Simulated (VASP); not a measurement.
Runs of VASP 6.6.1 on GaN. The structure is hexagonal, space group P6_3mc (No. 186). The conventional cell has a = 3.180 Å, b = 3.180 Å, c = 5.166 Å, α = 90.00°, β = 90.00°, γ = 120.00°. Ga (site symmetry 3m) is surrounded by 4 N at 1.94 to 1.95 Å. Around N (site symmetry 3m) lie 4 Ga at 1.94 to 1.95 Å. 

```tsv
task	level	potentials or basis	spin	cell	k mesh	cutoff (eV)	gap on the mesh (eV)	pressure (GPa)	relaxed volume (Å³/atom)	largest force (eV/Å)
band structure	PW91	VASP PAW PBE potentials, release 64 (Ga_d, N)	off	as given	10 × 10 × 5	520	1.98	-	-	-
band structure	revPBE	VASP PAW PBE potentials, release 64 (Ga_d, N)	off	as given	10 × 10 × 5	520	(c)	10.2	-	0.14
band structure	BLYP	VASP PAW PBE potentials, release 64 (Ga_d, N)	off	as given	10 × 10 × 5	520	2.06	-	-	-
relaxation of cell and atoms	revPBE	VASP PAW PBE potentials, release 64 (Ga_d, N)	off	relaxed	10 × 10 × 5	600	1.65	0.1	11.95	-
relaxation of cell and atoms	RPBE	VASP PAW PBE potentials, release 64 (Ga_d, N)	off	relaxed	10 × 10 × 5	600	(b)	0.0	(d)	0.01
band structure	PBEsol	VASP PAW PBE potentials, release 64 (Ga_d, N)	SOC, no magnetisation	as given	7 × 7 × 4	520	-	0.8	-	0.13
band structure	r2SCAN	VASP PAW PBE potentials, release 64 (Ga_d, N)	off	as given	10 × 10 × 5	520	(a)	2.2	-	0.14
```

Alike in all rows: smearing fermi-dirac 0.05 eV.

Estimate the missing entries.

(a) 2.38; (b) 1.62; (c) 2.02; (d) 12.03.

Caveats: the PAW data sets were made with another functional, which shifts forces and pressure a little.

A k mesh can miss the band edges, and rows without SOC leave out spin-orbit coupling on Ga.

Runs at the PBE level aren't shown here.
